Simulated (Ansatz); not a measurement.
## What spin–orbit coupling does to the bands of In

```xyz
1
Lattice="-1.6261 1.6261 2.4739 1.6261 -1.6261 2.4739 1.6261 1.6261 -2.4739" Properties=species:S:1:pos:R:3 pbc="T T T"
In    0.0000    0.0000    0.0000
```

Conventional cell: a = 3.252 Å, b = 3.252 Å, c = 4.948 Å, α = 90.00°, β = 90.00°, γ = 90.00°. In (atom 1) is surrounded by 12 In at 3.25 to 3.38 Å.

The cell is COD entry 9017523, as deposited and not checked against the literature; nothing was relaxed.

All numbers are computed: DFT, PBE, all-electron LAPW, scalar-relativistic (Ansatz 0.2.0); DFT, PBE, all-electron LAPW, Dirac equation with spin-orbit coupling (Ansatz 0.2.0).

Numerical set-up: a Γ-centred 14×14×14 k mesh, Fermi–Dirac smearing of 0.05 eV, basis error target 0.5 meV/atom, no spin polarisation.

Levels between -8 and 5 eV, each run counted from its own valence-band top where it has a gap, else its Fermi level. Scalar levels are listed once for both spins; with the coupling every spinor state is counted. Levels near the edges of the range can cross them.

Q: At M (0.500, 0.500, -0.500) the scalar-relativistic levels are -2.97, -2.71, 4.68 (×2). What are they with spin–orbit coupling?

A: -2.95 (×2), -2.72 (×2), 4.49 (×2), 4.88 (×2).
